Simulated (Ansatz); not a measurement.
WC:

```
CELL_PARAMETERS angstrom
0.00000 2.19268 2.19268
2.19268 0.00000 2.19268
2.19268 2.19268 0.00000
ATOMIC_POSITIONS crystal
W 0.00000 0.00000 0.00000
C 0.50000 0.50000 0.50000
```

Measurements of this composition are mostly on another form, of space group No. 187.

| Quantity | Value |
| --- | --- |
| Program | Ansatz 0.2.0 |
| Task | relaxation of cell and atoms |
| Functional | PBEsol |
| Dispersion | D3(BJ) |
| Potentials or basis | Ansatz PAW |
| Cutoff | 420 eV (not typed: the program's choice for these potentials) |
| k mesh | 10 × 10 × 10 |
| Occupations | fermi-dirac, width 0.05 eV |
| Spin | no spin polarisation |

At the start: volume 10.54 Å³/atom.

How do energy, volume and symmetry change on relaxing?

It ends after 7 steps and the volume is 10.07 Å³/atom (-4.5 %); space group Fm-3m (No. 225, to 0.05 Å).

The path:
```
step  energy change (eV)  largest force (eV/Å)  volume (Å³)
   1              0.0000                0.0000        21.08
   2             -0.0419                0.0000        19.69
   3             -0.0541                0.0000        20.17
   4             -0.0542                0.0000        20.14
   5             -0.0526                0.0000        20.14
   6             -0.0526                0.0000        20.13
   7             -0.0526                0.0000        20.13
```

Final structure:
```cif
data_structure
_symmetry_space_group_name_H-M 'P 1'
_symmetry_Int_Tables_number 1
_cell_length_a 3.0536
_cell_length_b 3.0536
_cell_length_c 3.0536
_cell_angle_alpha 60.000
_cell_angle_beta 60.000
_cell_angle_gamma 60.000
_cell_volume 20.13
loop_
_atom_site_label
_atom_site_type_symbol
_atom_site_fract_x
_atom_site_fract_y
_atom_site_fract_z
_atom_site_occupancy
W1 W 0.00000 0.00000 0.00000 1
C1 C 0.50000 0.50000 0.50000 1
```

Caveat: the plane-wave basis is chosen anew once the cell has moved, so the energies of steps on either side of that aren't comparable; the pressure holds a Pulay correction of +0.3 GPa for the finite cutoff; pairwise dispersion overbinds metals, which lowers pressure and volume; the PAW data sets come from PBE, with cores solved anew for the run's functional, which leaves a small shift of forces and pressure.
